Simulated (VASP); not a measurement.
Here is a VASP 6.6.1 calculation.

File POSCAR:

```
Ce
1.0
    0.0000000000      2.3669577897      2.3669577897
    2.3669577897      0.0000000000      2.3669577897
    2.3669577897      2.3669577897      0.0000000000
Ce
1
Direct
    0.0000000000      0.0000000000      0.0000000000
```

The input INCAR.step1:

```
SYSTEM = Ce
PREC = Accurate
ENCUT = 520
ISMEAR = -1
SIGMA = 0.08
LREAL = .FALSE.
LASPH = .TRUE.
NELM = 100
NBANDS = 12
GGA = PE
ALGO = Normal
EDIFF = 1E-4
LWAVE = .TRUE.
LCHARG = .FALSE.
```

The input INCAR.step2:

```
SYSTEM = Ce
PREC = Accurate
ENCUT = 520
EDIFF = 1E-7
ISMEAR = -1
SIGMA = 0.08
LREAL = .FALSE.
LASPH = .TRUE.
NELM = 100
ALGO = Normal
ISIF = 2
LWAVE = .FALSE.
LCHARG = .TRUE.
METAGGA = R2SCAN
LMIXTAU = .TRUE.
LELF = .TRUE.
LVHAR = .TRUE.
NBANDS = 12
ISTART = 1
```

The input KPOINTS:

```
regular mesh
0
G
  15 15 15
  0 0 0
```

Potentials or basis: VASP PAW PBE potentials, release 64 (Ce).

Run with:

```console
$ cat potpaw_PBE.64/Ce/POTCAR > POTCAR
$ cp INCAR.step1 INCAR
$ mpirun -np 1 vasp_std > vasp.out
$ cp INCAR.step2 INCAR
$ mpirun -np 1 vasp_std > vasp.out
```

Task: What does it give for the pressure?

Result: -1.8 GPa.

Task: What does it give for the band gap on the k mesh?

Result: None (metal or under the smearing width).

Caveat: the PAW data sets were made with another functional, which shifts forces and pressure a little. Spin-orbit coupling is left out, which matters for the levels of Ce.
